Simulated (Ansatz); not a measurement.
# Two Ansatz runs on Tl

The structure comes from a relaxation in the same program, started in the fcc type. Whether it is a known phase or the ground state wasn't checked. The listed cell was then made from it by scaling, straining or moving an atom.

First run: DFT, PBE, PAW with Ansatz's default frozen-core files, scalar-relativistic (Ansatz 0.2.0).

Command: `ansatz run input.yaml --threads 1 --pin off --max-ram 2048MiB --backend cpu --events-out ev --progress --plain --runs-dir out` The run took 4.6 s on 1 thread of Arm Neoverse N1, on a shared host.

```yaml
crystal:
  lattice:
    - [0.0, 2.5223015249, 2.5223015249]
    - [2.5223015249, 0.0, 2.5223015249]
    - [2.5223015249, 2.5223015249, 0.0]
  atoms:
    - { symbol: Tl, position: [0.0, 0.0, 0.0] }
kpoints:
  mp_grid: { grid: [14, 14, 14] }
scf:
  occupations: { method: fermi_dirac, width: 0.08 }
hamiltonian:
  xc: pbe
  pseudopotentials: { kind: paw }
output:
  forces: true
  stress: true
  eigenvalues: true
  efg: { contact_densities: true }
```

Result: converged; pressure -0.71 GPa; 6 SCF iterations.

No spin–orbit coupling, which matters for the heavy atoms here.

A second input differs as follows:

```diff
@@ -7,7 +7,8 @@
     - { symbol: Tl, position: [0.0, 0.0, 0.0] }
 kpoints:
-  mp_grid: { grid: [14, 14, 14] }
+  mp_grid: { grid: [0, 14, 14] }
 scf:
   occupations: { method: fermi_dirac, width: 0.08 }
+  max_iter: 50
 hamiltonian:
   xc: pbe
```

Task: What is wrong with it, and what does the program do?

Result: The fault is a mesh with a zero or a mesh and a spacing. The run refused before any iteration. The log ends:
```
Error: invalid value for `kpoints.mp_grid.grid`: each dimension must be in 1..=255
```
